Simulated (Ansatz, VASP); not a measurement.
# BAs in two plane-wave programs

Wanted: the spread between two codes on one cell, functional and k mesh. The cell is taken from a series of VASP runs on this material, whose earlier steps may have relaxed, scaled or displaced it; both programs get it as it stands. Other levels of theory on this material are compared in a session of their own.

Method: plane waves, with VASP 6.6.1 beside it; single point at PBE, spin-orbit coupling, in Ansatz 0.2.0.

## (1) Starting point

Symmetry: F-43m, No. 216, cubic system. The conventional cell has a = 4.777 Å, b = 4.777 Å, c = 4.777 Å, α = 90.00°, β = 90.00°, γ = 90.00°. B has 4 As at 2.07 Å nearest. Nearest to As lie 4 B at 2.07 Å. Farther neighbours are not listed.

Coordinates:

```cif
data_structure
_symmetry_space_group_name_H-M 'F-43m'
_symmetry_Int_Tables_number 216
_cell_length_a 4.7770
_cell_length_b 4.7770
_cell_length_c 4.7770
_cell_angle_alpha 90.000
_cell_angle_beta 90.000
_cell_angle_gamma 90.000
_cell_volume 109.01
loop_
_atom_site_label
_atom_site_type_symbol
_atom_site_symmetry_multiplicity
_atom_site_Wyckoff_symbol
_atom_site_fract_x
_atom_site_fract_y
_atom_site_fract_z
_atom_site_occupancy
B1 B 4 a 0.00000 0.00000 0.00000 1
As1 As 4 d 0.25000 0.25000 0.75000 1
```

## (2) VASP: single point, PBE, spin-orbit coupling

With cell and atoms fixed, the geometry can't cause a difference; cores, projectors, grids and the points listed under the comparison can.

Lines of VASP's logs that name or quote its potential files are left out, and so is its time.

INCAR

```
SYSTEM = BAs
PREC = Accurate
ENCUT = 420
EDIFF = 1E-08
NELM = 100
ISMEAR = 0
SIGMA = 0.02
LREAL = .FALSE.
ALGO = Normal
GGA = PE
LNONCOLLINEAR = .TRUE.
MAGMOM = 0 0 0 0 0 0
NBANDS = 20
GGA_COMPAT = .FALSE.
LASPH = .TRUE.
LSORBIT = .TRUE.
LORBIT = 11
LWAVE = .FALSE.
LCHARG = .FALSE.
KPAR = 4
```

POSCAR

```
BAs
1.0
    0.0000000000      2.3885000000      2.3885000000
    2.3885000000      0.0000000000      2.3885000000
    2.3885000000      2.3885000000      0.0000000000
B As
1 1
Direct
    0.0000000000      0.0000000000      0.0000000000
    0.2500000000      0.2500000000      0.2500000000
```

KPOINTS

```
Automatic mesh
0
Gamma
10 10 10
0 0 0
```

KPOINTS_OPT

```
points round the band edges
26
Reciprocal
  0.0000000000   0.0000000000   0.0000000000 1
  0.4000000000   0.4000000000   0.0000000000 1
  0.0000000000  -0.0030411327  -0.0030411327 1
 -0.0000000000   0.0030411327   0.0030411327 1
 -0.0030411327   0.0000000000  -0.0030411327 1
  0.0030411327   0.0000000000   0.0030411327 1
 -0.0030411327  -0.0030411327   0.0000000000 1
  0.0030411327   0.0030411327   0.0000000000 1
  0.0000000000  -0.0114042474  -0.0114042474 1
 -0.0000000000   0.0114042474   0.0114042474 1
 -0.0114042474   0.0000000000  -0.0114042474 1
  0.0114042474   0.0000000000   0.0114042474 1
 -0.0114042474  -0.0114042474   0.0000000000 1
  0.0114042474   0.0114042474   0.0000000000 1
  0.4000000000   0.3969588673  -0.0030411327 1
  0.4000000000   0.4030411327   0.0030411327 1
  0.3969588673   0.4000000000  -0.0030411327 1
  0.4030411327   0.4000000000   0.0030411327 1
  0.3969588673   0.3969588673   0.0000000000 1
  0.4030411327   0.4030411327   0.0000000000 1
  0.4000000000   0.3885957526  -0.0114042474 1
  0.4000000000   0.4114042474   0.0114042474 1
  0.3885957526   0.4000000000  -0.0114042474 1
  0.4114042474   0.4000000000   0.0114042474 1
  0.3885957526   0.3885957526   0.0000000000 1
  0.4114042474   0.4114042474   0.0000000000 1
```

PAW data sets: B and As (PBE family, release 64).

Run with:

```
$ mpirun -np 4 vasp_ncl
```

Numbers of over 12 decimals in the logs are rounded to 6 here.

The log of the run:

```text
[banner, memory and clock lines left out]
running    4 mpi-ranks, on    1 nodes
 distrk:  each k-point on    1 cores,    4 groups
 distr:  one band on    1 cores,    1 groups

 POSCAR found type information on POSCAR B As
 POSCAR found :  2 types and       2 ions
 LDA part: xc-table for (Slater+PW92), standard interpolation
 POSCAR, INCAR and KPOINTS ok, starting setup
 FFT: planning ... GRIDC
 FFT: planning ... GRID_SOFT
 FFT: planning ... GRID
 WAVECAR not read
 entering main loop
       N       E                     dE             d eps       ncg     rms          rms(c)
DAV:   1     0.138614663719E+02    0.13861E+02   -0.28286E+03  2920   0.593E+02
DAV:   2    -0.110111057023E+02   -0.24873E+02   -0.23010E+02  4088   0.120E+02
DAV:   3    -0.120506716540E+02   -0.10396E+01   -0.10292E+01  3544   0.213E+01
DAV:   4    -0.120545899763E+02   -0.39183E-02   -0.39175E-02  3500   0.151E+00
DAV:   5    -0.120545989623E+02   -0.89860E-05   -0.89863E-05  3408   0.769E-02    0.493E+00
DAV:   6    -0.114794308366E+02    0.57517E+00   -0.39550E-01  3252   0.558E+00    0.239E+00
DAV:   7    -0.114231383687E+02    0.56292E-01   -0.14477E-01  3556   0.268E+00    0.989E-01
DAV:   8    -0.114162439152E+02    0.68945E-02   -0.16011E-02  3284   0.944E-01    0.115E-01
DAV:   9    -0.114161674068E+02    0.76508E-04   -0.91573E-04  3388   0.258E-01    0.601E-02
DAV:  10    -0.114163241254E+02   -0.15672E-03   -0.20335E-04  3328   0.957E-02    0.406E-02
DAV:  11    -0.114163496207E+02   -0.25495E-04   -0.18961E-05  3488   0.346E-02    0.142E-02
DAV:  12    -0.114163502711E+02   -0.65041E-06   -0.89776E-07  3396   0.748E-03    0.651E-03
DAV:  13    -0.114163504931E+02   -0.22197E-06   -0.14613E-06  3252   0.875E-03    0.202E-03
DAV:  14    -0.114163505912E+02   -0.98170E-07   -0.64823E-08  3676   0.189E-03    0.863E-04
DAV:  15    -0.114163506861E+02   -0.94848E-07   -0.60816E-09  2856   0.745E-04    0.194E-04
DAV:  16    -0.114163506783E+02    0.78020E-08   -0.83368E-10  1908   0.195E-04
   1 F= -.11416351E+02 E0= -.11416351E+02  d E =-.355974E-28  mag=     0.0000     0.0000    -0.0000
 Start KPOINTS_OPT (optional k-point list driver)
k-point batch [1-26\26]
       N       E                     dE             ncg
DAV:   1     0.955924713990E+03   -0.23988E+04     1040
DAV:   2     0.267034097659E+03   -0.68889E+03     1456
DAV:   3     0.239615909538E+03   -0.27418E+02     1252
DAV:   4     0.239501137892E+03   -0.11477E+00     1264
DAV:   5     0.239500756177E+03   -0.38171E-03     1240
DAV:   6     0.239500754171E+03   -0.20061E-05     1288
DAV:   7     0.239500754158E+03   -0.13153E-07     1152
DAV:   8     0.239500754157E+03   -0.19205E-09     1112
```

From OUTCAR (step 2):

```text
ion  position               nearest neighbor table
   1  0.000  0.000  0.000-   2 2.07   2 2.07   2 2.07   2 2.07
   2  0.250  0.250  0.250-   1 2.07   1 2.07   1 2.07   1 2.07

  LATTYP: Found a face centered cubic cell.
 ALAT       =     4.7770000000

 Subroutine GETGRP returns: Found 24 space group operations
 (whereof 24 operations were pure point group operations)

The static configuration has the point symmetry T_d .

 Found     73 irreducible k-points:

   k-points           NKPTS =     73   k-points in BZ     NKDIM =     73   number of bands    NBANDS=     20

   dimension x,y,z NGX =    24 NGY =   24 NGZ =   24
   dimension x,y,z NGXF=    48 NGYF=   48 NGZF=   48

   ENCUT  =  420.0 eV  30.87 Ry    5.56 a.u.   5.64  5.64  5.64*2*pi/ulx,y,z

   NELECT =       8.0000    total number of electrons

 k-points in reciprocal lattice and weights: Automatic mesh
   0.00000000  0.00000000  0.00000000       0.001
   0.10000000  0.00000000  0.00000000       0.004
  -0.10000000  0.00000000  0.00000000       0.004
   0.20000000  0.00000000  0.00000000       0.004
  -0.20000000  0.00000000  0.00000000       0.004
   0.30000000  0.00000000  0.00000000       0.004
  -0.30000000  0.00000000  0.00000000       0.004
   0.40000000  0.00000000  0.00000000       0.004
  -0.40000000  0.00000000  0.00000000       0.004
[...]
-0.30000000  0.40000000  0.20000000       0.024
  -0.30000000  0.50000000  0.20000000       0.012

 average (electrostatic) potential at core
       1 -26.7865       2 -48.7636

 E-fermi :   6.3385

 k-point     1 :       0.0000    0.0000    0.0000
  band No.  band energies     occupation
    ...
      4       5.9863      1.00000
      5       6.1904      1.00000
      6       6.1904      1.00000
      7       6.1904      1.00000
      8       6.1904      1.00000
      9       9.2637      0.00000
     10       9.2637      0.00000
     11       9.4758      0.00000
     12       9.4758      0.00000
     13       9.4758      0.00000
    ...

 k-point     2 :       0.1000    0.0000    0.0000
  band No.  band energies     occupation
    ...
      4       4.7203      1.00000
      5       5.7614      1.00000
      6       5.7614      1.00000
      7       5.8891      1.00000
      8       5.8906      1.00000
      9       9.5243      0.00000
     10       9.5243      0.00000
     11       9.7558      0.00000
     12       9.7558      0.00000
     13       9.8706      0.00000
    ...

 k-point     3 :      -0.1000    0.0000    0.0000
  band No.  band energies     occupation
    ...
      4       4.7203      1.00000
      5       5.7614      1.00000
      6       5.7614      1.00000
      7       5.8891      1.00000
      8       5.8906      1.00000
      9       9.5243      0.00000
     10       9.5243      0.00000
     11       9.7558      0.00000
     12       9.7558      0.00000
     13       9.8706      0.00000
    ...

  Total        0.5854692      0.5854692      0.5854692      0.0000000     -0.0000000      0.0000000
  in kB       34.4198422     34.4198422     34.4198422      0.0000000     -0.0000000      0.0000000
  external PRESSURE =      34.4198422 kB  Pullay stress =       0.0000000 kB

  energy-cutoff  :      420.00
  volume of cell :       27.25
      direct lattice vectors                 reciprocal lattice vectors
     0.000000000  2.388500000  2.388500000    -0.209336404  0.209336404  0.209336404
     2.388500000  0.000000000  2.388500000     0.209336404 -0.209336404  0.209336404
     2.388500000  2.388500000  0.000000000     0.209336404  0.209336404 -0.209336404

 POSITION                                       TOTAL-FORCE (eV/Angst)
 -----------------------------------------------------------------------------------
      0.00000      0.00000      0.00000         0.000000      0.000000      0.000000
      1.19425      1.19425      1.19425        -0.000000     -0.000000     -0.000000
 -----------------------------------------------------------------------------------
    total drift:                                0.000000      0.000000      0.000000

  FREE ENERGIE OF THE ION-ELECTRON SYSTEM (eV)
  ---------------------------------------------------
  free  energy   TOTEN  =       -11.4163506783 eV

  energy  without entropy=      -11.4163506783  energy(sigma->0) =      -11.41635068

 Spin-Orbit-Coupling matrix elements
 Ion:    1  E_soc:     -0.0000100
 Ion:    2  E_soc:     -0.0211619

 total charge
# of ion       s       p       d       tot
------------------------------------------
    1        0.660   1.179   0.000   1.839
    2        1.173   1.663   0.089   2.924
--------------------------------------------------
tot          1.833   2.842   0.089   4.764

 magnetization (x)
# of ion       s       p       d       tot
------------------------------------------
    1       -0.000   0.000   0.000  -0.000
    2       -0.000   0.000   0.000   0.000
--------------------------------------------------
tot         -0.000   0.000   0.000  -0.000

 magnetization (y)
# of ion       s       p       d       tot
------------------------------------------
    1        0.000   0.000   0.000   0.000
    2       -0.000   0.000   0.000  -0.000
--------------------------------------------------
tot          0.000   0.000   0.000   0.000

 magnetization (z)
# of ion       s       p       d       tot
------------------------------------------
    1        0.000  -0.000   0.000  -0.000
    2        0.000   0.000   0.000   0.000
--------------------------------------------------
tot          0.000  -0.000   0.000  -0.000

[... 3 further parts left out ...]
```

The run ends at a pressure of 3.44 GPa.

## (3) Ansatz: single point, PBE, spin-orbit coupling

Ansatz runs on its fully relativistic PAW (standard-fr) files.

The same cell, functional, mesh and smearing now go to Ansatz, which takes its cutoff from its data sets.

input.yaml

```yaml
crystal:
  lattice:
    - [0.0, 2.3885, 2.3885]
    - [2.3885, 0.0, 2.3885]
    - [2.3885, 2.3885, 0.0]
  atoms:
    - { symbol: B, position: [0.0, 0.0, 0.0] }
    - { symbol: As, position: [0.25, 0.25, 0.25] }
hamiltonian:
  xc: pbe
  pseudopotentials: { kind: paw_fr }
magnetization:
  noncollinear: true
  spin_orbit: true
kpoints:
  mp_grid: { grid: [10, 10, 10] }
scf:
  occupations: { method: gaussian, width: 0.02 }
  n_extra_bands: 8
output:
  forces: true
  stress: true
  eigenvalues: true
  write_density: true
  write_potential: true
  elf: true
  volumetric_format: npy
```

Run with:

```
$ ansatz run input.yaml --threads 2 --pin off --max-ram 4608MiB --backend cpu --events-out ev --progress --plain --runs-dir out
```

The log of the run:

```text
scf.n_extra_bands = 8 over 18 filled bands (N_el = 18.0): the run solves 26 bands
Engine: ansatz 0.2.0, aarch64-unknown-linux-gnu
Pseudopotentials: kind: paw_fr
Pseudopotential: B, paw_fr, valence charge 3, recommended cutoff 420 eV (normal), B.paw.azcp#standard-fr
Pseudopotential: As, paw_fr, valence charge 15, recommended cutoff 420 eV (normal), As.paw.azcp#standard-fr
Functional definition: PBE
  parameter kappa = 0.804
  parameter beta = 0.066725
  exchange = pbe_x(kappa = kappa, mu = beta*pi^2/3)
  correlation = pbe_c(beta = beta)
non-collinear run that drives no moment, with spin-orbit: no starting moment large enough to seed its density (crystal.atoms[].spin), no starting occupations that ask for one, no magnetisation constraint and no magnetic field, so the semilocal B_xc is pinned to zero
Crystal: 2 atoms, lattice volume = 27.252 Å³
Basis set: ecut = 420 eV, 531 PW (Γ), exchange–correlation on 48×48×48 points (8 copies of the dense FFT grid, shifted against one another)
Bands: 26, of which v1, the nominal top of the filled ones, is band 18 counted from 1 (17 counted from 0)
Symmetry: 24 space group operations + 24 with time reversal
Magnetic group: BNS 216.75 (UNI 1577), of the structure as read, at distance tolerance 3.0e-5 Å
k-points: 47 of 1000 (time reversal used)
Projection manifold: j_resolved (fully-relativistic pseudo-atomic orbitals)
Non-local potential: B, projectors of the file, l = 0: 2, l = 1: 4, l = 2: 2
Non-local potential: As, projectors of the file, l = 0: 2, l = 1: 4, l = 2: 6, l = 3: 2
PAW form: soft (Blöchl's): semilocal exchange-correlation on the pseudo side does not see the compensation charge
PAW one-centre angular grid: B, 110 points (default); XC on 64 Gauss nodes
PAW one-centre angular grid: As, 590 points (default); XC on 64 Gauss nodes
Initial density: superposition of atomic densities (chi_scale 0.1, normalization cell, long waves kept (reshape's long-wave potential 0.00 eV rms))
Initial wavefunctions: pseudopotential atomic-orbital guess
Functional: x = pbe(κ = 0.804, μ = 0.219515), c = pbe(β = 0.066725)
SCF iter   1: F=—  HF=-5012.867670 eV  |F-HF|=—  |Δ(HF+E_count)|=         —  Δρ=7.82e-2  dr2=2.10e0  dr2_m=0.00e0 (ungated)  ethr=3.10e-3  |M|=0.00e0 ∫|m|=0.00e0 μB  |m|>n=0.0e0 m-floor=0.0e0 τ_xc=0.0e0  β_m=0.30  ⟨swp⟩=6.9  Hψ=6285  notcnv=0
preconditioner: auto → none  [insulator: Δε(μ)=1.699 eV  Ē_g=12.443 eV  σ=0.020 eV  W_gap=1.00  n_scr=8 (ndim 8)  ℏωp=20.1 eV  f_vac=0.000  D(μ)=0.00/eV (n_scr^D=0)  ε∞_Penn≈3.6]
SCF iter   2: F=—  HF=-5012.314540 eV  |F-HF|=—  |Δ(HF+E_count)|=   5.53e-1  Δρ=3.70e-2  dr2=3.65e-1  dr2_m=0.00e0 (ungated)  ethr=3.10e-3  |M|=0.00e0 ∫|m|=0.00e0 μB  |m|>n=0.0e0 m-floor=0.0e0 τ_xc=0.0e0  β_m=0.39  ⟨swp⟩=2.1  Hψ=2080  notcnv=0  defer=136
SCF iter   3: F=—  HF=-5012.228482 eV  |F-HF|=—  |Δ(HF+E_count)|=   8.61e-2  Δρ=1.37e-2  dr2=3.50e-2  dr2_m=0.00e0 (ungated)  ethr=2.03e-3  |M|=0.00e0 ∫|m|=0.00e0 μB  |m|>n=0.0e0 m-floor=0.0e0 τ_xc=0.0e0  β_m=0.54  ⟨swp⟩=2.0  Hψ=1583  notcnv=0  defer=136
SCF iter   4: F=—  HF=-5012.226318 eV  |F-HF|=—  |Δ(HF+E_count)|=   2.16e-3  Δρ=2.02e-3  dr2=6.24e-4  dr2_m=0.00e0 (ungated)  ethr=1.94e-4  |M|=0.00e0 ∫|m|=0.00e0 μB  |m|>n=0.0e0 m-floor=0.0e0 τ_xc=0.0e0  β_m=0.57  ⟨swp⟩=2.6  Hψ=1574  notcnv=0  defer=136
SCF iter   5: F=—  HF=-5012.226454 eV  |F-HF|=—  |Δ(HF+E_count)|=   1.36e-4  Δρ=4.56e-4  dr2=2.51e-5  dr2_m=0.00e0 (ungated)  ethr=3.46e-6  |M|=0.00e0 ∫|m|=0.00e0 μB  |m|>n=0.0e0 m-floor=0.0e0 τ_xc=0.0e0  β_m=0.70  ⟨swp⟩=2.4  Hψ=1549  notcnv=0  defer=136
SCF iter   6: F=—  HF=-5012.226471 eV  |F-HF|=—  |Δ(HF+E_count)|=   1.72e-5  Δρ=4.52e-5  dr2=3.42e-7  dr2_m=0.00e0 (ungated)  ethr=1.39e-7  |M|=0.00e0 ∫|m|=0.00e0 μB  |m|>n=0.0e0 m-floor=0.0e0 τ_xc=0.0e0  β_m=0.85  ⟨swp⟩=2.0  Hψ=1548  notcnv=0  defer=136
SCF iter   7: F=-5012.226472 eV  HF=-5012.226472 eV  |F-HF|=1.13e-9  |Δ(HF+E_count)|=   1.68e-7  Δρ=5.24e-6  dr2=4.22e-9  dr2_m=0.00e0 (ungated)  ethr=5.56e-10  |M|=0.00e0 ∫|m|=0.00e0 μB  |m|>n=0.0e0 m-floor=0.0e0 τ_xc=0.0e0  ⟨swp⟩=13.6  Hψ=8201  notcnv=0
SCF 1 converged in 7 iterations: F = -5012.226472 eV  dr2 = 4.22e-9
  greatest PAW one-centre occupation: 0.999 electrons in one spin orbital (limit 2), on the As atom at site 1 (counted from 0), in its partial waves of l = 2
SCF converged after 7 iterations
Magnetization: |M| = 0.0000 μB,  M = (+0.0000, +0.0000, +0.0000) μB
Absolute magnetization: 0.0000 μB (∫|m|)
  site 0: m = (+0.0000, +0.0000, +0.0000) μB, |m| = 0.0000 μB  (R = 0.85 Å)
  site 1: m = (+0.0000, +0.0000, +0.0000) μB, |m| = 0.0000 μB  (R = 0.85 Å)
Free energy (F): -5012.226472 eV
Harris-Foulkes:  -5012.226472 eV  (|F-HF|=1.13e-9)
Internal energy: -5012.226472 eV  (E = F + TS)
E sigma→0 (E₀):  -5012.226472 eV
Fermi energy:    11.749809 eV
--- Per-component energies (eV) ---
  E_band       = -210.220729
  E_kinetic    = 152.104052
  E_local      = -1694.031628  (includes V_loc(G=0)·N_el)
  E_nonlocal   = -657.475628
  E_hartree    = 940.103784
  E_xc         = -111.437462
  E_vxc        = -117.665357  (∫ρ·V_xc dr)
  E_paw        = -1915.714600  (= ΣΔE_a)
  E_vpaw       = 226.639338  (= ΣTr[D̂ρ^β])
  E_aug_tail   = 0.000007  (compensation charges beyond the density's cutoff)
  E_ewald      = -1725.774997
  E_smearing   = -0.000000  (= −TS)
  E_closure    = 0.000000  (closes the sum)
  Σ components = -5012.226472   (vs F -5012.226472, Δ=0.00e0)
--- Forces (eV/Å), atoms counted from 1 ---
  atom   1  B      0.00000000    -0.00000000     0.00000000
  atom   2  As    -0.00000000    -0.00000000     0.00000000
  max |Σ_I F_I| component: 5.73e-16 eV/Å
--- Stress (GPa, compression-positive) ---
        2.759022      -0.000000       0.000000
       -0.000000       2.759022       0.000000
       -0.000000       0.000000       2.759022
  P = ⅓ Tr σ = 2.7590 GPa (27.590 kbar)
--- Band table (eV; the first three rows and the last of 47) ---
  k-point 0: bands = [... 14 lower, 11.1901, 11.1901, 11.1901, 11.1901, 14.2656, 14.2656, 14.4793, 14.4793, ... 4 higher]
  k-point 1: bands = [... 14 lower, 10.7592, 10.7592, 10.8893, 10.8908, 14.5249, 14.5249, 14.7581, 14.7581, ... 4 higher]
  k-point 2: bands = [... 14 lower, 10.1790, 10.1790, 10.3168, 10.3189, 14.3320, 14.3320, 15.4551, 15.4551, ... 4 higher]
  k-point 46: bands = [... 14 lower, 5.6960, 5.8287, 6.0275, 6.0451, 15.6420, 15.6777, 15.9926, 15.9940, ... 4 higher]
```

Elapsed: 4.1 s, on 2 threads of Arm Neoverse V2, shared host; peak memory 0.4 GiB; 8 s of CPU time.

In the SCF lines HF is the Harris–Foulkes energy and dr2 the Hartree energy of the density residual, in eV; the loop may stop once dr2 is under the threshold and the program's other checks hold. Hψ counts applications of the Hamiltonian.

The run ends at a pressure of 2.76 GPa.

## (4) Side by side

Known differences besides the potentials themselves: spin-orbit coupling enters by fully relativistic files in Ansatz and inside the spheres in VASP; the data sets hold 18 valence electrons in Ansatz (fully relativistic PAW (standard-fr) files) and 8 in VASP. Total energies have different zeros and are not compared.

Both answers:

```csv
quantity,Ansatz,VASP,difference
pressure (GPa),2.76,3.44,-0.68
pressure without Ansatz's Pulay correction (GPa),2.66,3.44,-0.78
gap on the k mesh (eV),1.120,1.112,+0.008
```

A gap on the mesh is an upper bound, since the band edges may lie between its points. Ansatz's pressure holds a Pulay correction of 0.10 GPa; VASP's holds none.

## (5) Summary of results

| Property | Result |
| --- | --- |
| difference in gap on the k mesh (single point, PBE, spin-orbit coupling) | 0.0081 eV |
| difference in pressure (single point, PBE, spin-orbit coupling) | -0.68 GPa |

What this shows: The difference in pressure is -0.68 GPa (single point, PBE, spin-orbit coupling), within the 1 GPa picked in this series as the mark of a large difference. 4 further runs of this series are not shown here. Such differences can come from data sets, numerical settings and the points named under the comparisons, not from the functional's error against experiment.

[Lines on the potential files, build, host, timing and source positions are cut from VASP's logs without a mark.]

[Logs are printed without paths, hosts, clocks, repeated set-up lines and the standing remarks that a program may print on its own settings, such as how far it seeks lower states.]

[Hosts, paths, dates, database ids (printed as entryN), source tags and the programs' standing remarks are cut or masked in the printed files.]
